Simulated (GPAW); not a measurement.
# Work function of B/Hf(0001) at several levels, part 2 of 2

Aim: the work function of both faces of B/Hf(0001), and its spread over functionals and bases.

GPAW 26.7.0; GPAW, PAW setups; slab in vacuum, relaxation (the session's first sound run).

So far, upper work function (eV): step 2 (relaxing the atoms, PBE, GPAW) 5.58; step 3 (the slab's potential, PBE, GPAW) 5.58; step 4 (self-consistent run: xc = "RPBE") 5.50; step 5 (self-consistent run: xc = "LDA") 5.74; step 6 (self-consistent run: xc = "revPBE") 5.49.

### Step 7. OptPBE vdW: xc = "optPBE-vdW"

The same geometry under optPBE-vdW, to see how far the functional moves the levels against the vacuum (the van der Waals functionals take revPBE setups).

The input, run.py:

```python
import json
import numpy as np
from ase import Atoms
from gpaw import GPAW, PW

slab = Atoms(
    ['Hf', 'Hf', 'Hf', 'Hf', 'B'],
    positions=[
        [3.20000, 1.84752, 8.00000],
        [0.00000, 0.00000, 10.53120],
        [3.20000, 1.84752, 13.10263],
        [0.00000, 0.00000, 15.73583],
        [1.60000, 0.92376, 17.25465]],
    cell=[[3.2, 0.0, 0.0], [1.6, 2.77128, 0.0], [0.0, 0.0, 25.40875]],
    pbc=[True, True, False])

slab.calc = GPAW(mode=PW(500), xc='optPBE-vdW', kpts={'size': (11, 11, 1), 'gamma': True},
                 occupations={'name': 'fermi-dirac', 'width': 0.1}, nbands='200%',
                 convergence={'density': 1e-05}, maxiter=200,
                 poissonsolver={'dipolelayer': 'xy'},
                 symmetry={'tolerance': 1e-3}, txt='slab.txt')
result = {}
energy = slab.get_potential_energy()
fermi = slab.calc.get_fermi_level()
v = slab.calc.get_electrostatic_potential().mean((0, 1)) - fermi
n = slab.calc.get_pseudo_density().mean((0, 1))
L = slab.cell[2, 2]
z = np.arange(len(v)) * L / len(v)
low, high = slab.positions[:, 2].min(), slab.positions[:, 2].max()
below, above = np.interp([low - 5.8, high + 5.8], z, v)
slopes = [np.interp(x, z, np.gradient(v, z)) for x in (low - 5.8, high + 5.8)]
eps = np.array([[slab.calc.get_eigenvalues(k, s) for k in range(len(slab.calc.get_ibz_k_points()))]
                for s in range(slab.calc.get_number_of_spins())]) - fermi
top, bottom = eps[eps < 0].max(), eps[eps > 0].min()
dipole = slab.get_dipole_moment()[2]
print(f'energy {energy:.4f} eV, Fermi level {fermi:.4f} eV, dipole {dipole:.5f} e A')
print(f'potential 5.8 A off the faces, from the Fermi level: lower {below:.4f} eV, upper {above:.4f} eV')
print(f'slope of the potential there: lower {slopes[0]:.5f}, upper {slopes[1]:.5f} eV/A')
print(f'nearest levels on the mesh: {top:.4f} and {bottom:.4f} eV')
print('magnetic moment', round(slab.get_magnetic_moment(), 3))
result.update(energy=energy, fermi=fermi, dipole=dipole, below=below, above=above, slopes=slopes, edges=[top, bottom],
              z=z.tolist(), v=v.tolist(), n=n.tolist(), positions=slab.positions.tolist(),
              forces=slab.get_forces(apply_constraint=False).tolist(), moments=slab.get_magnetic_moments().tolist())
json.dump(result, open('result.json', 'w'))
```

On the command line:

```
> OMP_NUM_THREADS=1 OPENBLAS_NUM_THREADS=1 python run.py
```

Output:

```text
energy -102.4436 eV, Fermi level 1.3416 eV, dipole -0.06057 e A
potential 5.8 A off the faces, from the Fermi level: lower 4.5161 eV, upper 5.7448 eV
slope of the potential there: lower -0.00051, upper -0.00005 eV/A
nearest levels on the mesh: -0.0153 and 0.0522 eV
magnetic moment 0.0
```

Run time: 4 min. Hardware: 1 thread of Arm Neoverse V1, shared host; peak memory 0.52 GiB.

Numbers from this step:

```
dipole along the normal                    : -0.06057 e·Å
levels nearest the Fermi level on the mesh : -0.01526, 0.05225 eV from the Fermi level
upper work function                        : 5.745 eV
lower work function                        : 4.516 eV
```

The electrostatic potential energy of an electron (without an applied field's), less the Fermi level, planar mean oscillates, so the rows of the table below give means over windows of 2.54 Å about each position, cut where the curve ends. Its maxima inside the range that stand out by 2 % of the span (Å: eV): 9.2: -0.479, 11.9: -0.417, 14.4: -0.0293, 16.8: -4.33. Its minima: 8.0: -22.8, 10.5: -22.6, 13.1: -22.5, 15.7: -22.2, 17.2: -8.17.

Table of electrostatic potential energy of an electron (without an applied field's), less the Fermi level, planar mean by z; means over each step:

| z (Å) | electrostatic potential energy of an electron (without an applied field's), less the Fermi level, planar mean (eV) |
| --- | --- |
| 1.27 | 4.56 |
| 3.81 | 4.49 |
| 6.35 | 0.262 |
| 8.89 | -9.84 |
| 11.43 | -9.58 |
| 13.97 | -9.15 |
| 16.51 | -10.6 |
| 19.05 | 4.95 |
| 21.59 | 5.74 |
| 24.13 | 5.72 |

The upper face's work function is 5.745 eV, against 5.576 eV in the first plane-wave PBE run at this geometry.

### Step 8. Self-consistent run: xc = "vdW-DF2"

The same geometry under vdW-DF2, to see how far the functional moves the levels against the vacuum (the van der Waals functionals take revPBE setups).

run.py: that of step 7 with these lines changed.

```diff
@@ -16,3 +16,3 @@
 
-slab.calc = GPAW(mode=PW(500), xc='optPBE-vdW', kpts={'size': (11, 11, 1), 'gamma': True},
+slab.calc = GPAW(mode=PW(500), xc='vdW-DF2', kpts={'size': (11, 11, 1), 'gamma': True},
                  occupations={'name': 'fermi-dirac', 'width': 0.1}, nbands='200%',
```

Output:

```text
energy -617.7136 eV, Fermi level 1.3415 eV, dipole -0.06280 e A
potential 5.8 A off the faces, from the Fermi level: lower 4.6055 eV, upper 5.8801 eV
slope of the potential there: lower -0.00105, upper 0.00005 eV/A
nearest levels on the mesh: -0.0240 and 0.0288 eV
magnetic moment 0.0
```

Wall time 5.6 min (1 thread); peak memory 0.52 GiB.

This step gave:

| Property | Result |
| --- | --- |
| dipole along the normal | -0.06280 e·Å |
| levels nearest the Fermi level on the mesh | -0.02399, 0.02879 eV from the Fermi level |
| upper work function | 5.880 eV |
| lower work function | 4.605 eV |

The upper face's work function is 5.880 eV, against 5.576 eV in the first plane-wave PBE run at this geometry.

### Step 9. Real-space grid: mode = "fd"

A real-space grid is a second complete basis, so it checks the plane-wave result.

run.py: that of step 8 with these lines changed.

```diff
@@ -3,3 +3,3 @@
 from ase import Atoms
-from gpaw import GPAW, PW
+from gpaw import GPAW
 
@@ -16,3 +16,3 @@
 
-slab.calc = GPAW(mode=PW(500), xc='vdW-DF2', kpts={'size': (11, 11, 1), 'gamma': True},
+slab.calc = GPAW(mode='fd', h=0.18, xc='PBE', kpts={'size': (11, 11, 1), 'gamma': True},
                  occupations={'name': 'fermi-dirac', 'width': 0.1}, nbands='200%',
```

Output:

```text
energy -33.0098 eV, Fermi level -4.9620 eV, dipole -0.06021 e A
potential 5.8 A off the faces, from the Fermi level: lower 4.3476 eV, upper 5.5763 eV
slope of the potential there: lower -0.00032, upper 0.00001 eV/A
nearest levels on the mesh: -0.0063 and 0.0711 eV
magnetic moment 0.0
```

The job ended after 8.7 min (1 thread; peak memory 0.91 GiB).

Numbers from this step:

| Item | Value |
| --- | --- |
| dipole along the normal | -0.06021 e·Å |
| levels nearest the Fermi level on the mesh | -0.006296, 0.07110 eV from the Fermi level |
| upper work function | 5.576 eV |
| lower work function | 4.348 eV |

The upper face's work function is 5.576 eV, against 5.576 eV in the first plane-wave PBE run at this geometry.

### Step 10. Atomic orbitals: mode = "lcao"

Atom-centred orbitals end a few angstrom from the surface, which tests how much the density's tail matters.

run.py: that of step 9 with these lines changed.

```diff
@@ -16,4 +16,4 @@
 
-slab.calc = GPAW(mode='fd', h=0.18, xc='PBE', kpts={'size': (11, 11, 1), 'gamma': True},
-                 occupations={'name': 'fermi-dirac', 'width': 0.1}, nbands='200%',
+slab.calc = GPAW(mode='lcao', basis='dzp', h=0.18, xc='PBE', kpts={'size': (11, 11, 1), 'gamma': True},
+                 occupations={'name': 'fermi-dirac', 'width': 0.1}, nbands='120%',
                  convergence={'density': 1e-05}, maxiter=200,
```

Output:

```text
energy -31.7650 eV, Fermi level -4.9550 eV, dipole -0.06036 e A
potential 5.8 A off the faces, from the Fermi level: lower 4.3391 eV, upper 5.5708 eV
slope of the potential there: lower -0.00000, upper 0.00000 eV/A
nearest levels on the mesh: -0.0093 and 0.0713 eV
magnetic moment 0.0
```

Wall time 16 min (1 thread); peak memory 0.4 GiB.

This step gave:

```
dipole along the normal                    : -0.06036 e·Å
levels nearest the Fermi level on the mesh : -0.009322, 0.07133 eV from the Fermi level
upper work function                        : 5.571 eV
lower work function                        : 4.339 eV
```

The upper face's work function is 5.571 eV, against 5.576 eV in the first plane-wave PBE run at this geometry.

### Step 11. All levels side by side

Times are for 1 thread of Arm Neoverse V1, shared host. The series side by side:

| no. | run | upper work function (eV) | lower work function (eV) | time | memory (GiB) |
| --- | --- | --- | --- | --- | --- |
| 1 | pw | 5.576 | 4.347 | 3.6 min | 0.3 |
| 2 | RPBE | 5.495 | 4.239 | 3.4 min | 0.3 |
| 3 | LDA | 5.743 | 4.535 | 3.6 min | 0.3 |
| 4 | revPBE | 5.495 | 4.250 | 3.4 min | 0.3 |
| 5 | optPBE vdW | 5.745 | 4.516 | 4 min | 0.52 |
| 6 | vdW DF2 | 5.880 | 4.605 | 5.6 min | 0.52 |
| 7 | fd | 5.576 | 4.348 | 8.7 min | 0.91 |
| 8 | lcao | 5.571 | 4.339 | 16 min | 0.4 |

### Step 12. Side by side

Results and costs are gathered.

This step: comparison of work functions, dipole and cost (GPAW 26.7.0).

Ladder, by row:

| step | code | work function, upper (eV) | work function, lower (eV) | dipole (e Å) | wall time (s) | peak memory (GiB) | threads |
| --- | --- | --- | --- | --- | --- | --- | --- |
| pw | GPAW | 5.576 | 4.347 | -0.06058 | 217.4 | 0.3 | 1 |
| RPBE | GPAW | 5.495 | 4.239 | -0.06193 | 203.5 | 0.3 | 1 |
| LDA | GPAW | 5.743 | 4.535 | -0.05955 | 217.9 | 0.3 | 1 |
| revPBE | GPAW | 5.495 | 4.25 | -0.06139 | 206.9 | 0.3 | 1 |
| optPBE-vdW | GPAW | 5.745 | 4.516 | -0.06057 | 240.2 | 0.52 | 1 |
| vdW-DF2 | GPAW | 5.88 | 4.605 | -0.0628 | 334.1 | 0.52 | 1 |
| fd | GPAW | 5.576 | 4.348 | -0.06021 | 523 | 0.91 | 1 |
| lcao | GPAW | 5.571 | 4.339 | -0.06036 | 960.6 | 0.4 | 1 |

### Step 13. What came out

| Item | Value |
| --- | --- |
| work function, upper and lower face | 5.576 and 4.347 eV |
| dipole along the normal | -0.0606 e Å |

What this shows: With plane waves and PBE the work function is 5.58 eV on the upper face and 4.35 eV on the lower. The two faces differ by 1.2 eV, the step that the slab's dipole makes (e p/(ε0 A) gives 1.2 eV), so the dipole layer is needed. Over the sound runs of the table the upper face's work function spans 5.495 (revPBE) to 5.880 eV (vdW-DF2). The cell of 8.87 Å² holds one B, started on one chosen site; other sites and coverages weren't tried. The in-plane lattice was kept as typed, which isn't the functional's own and leaves some strain; spin-orbit coupling and temperature are left out.

[Logs are printed without paths, hosts, clocks, repeated set-up lines and the standing remarks that a program may print on its own settings, such as how far it seeks lower states.]

[Hosts, paths, dates, database ids (printed as entryN), source tags and the programs' standing remarks are cut or masked in the printed files.]
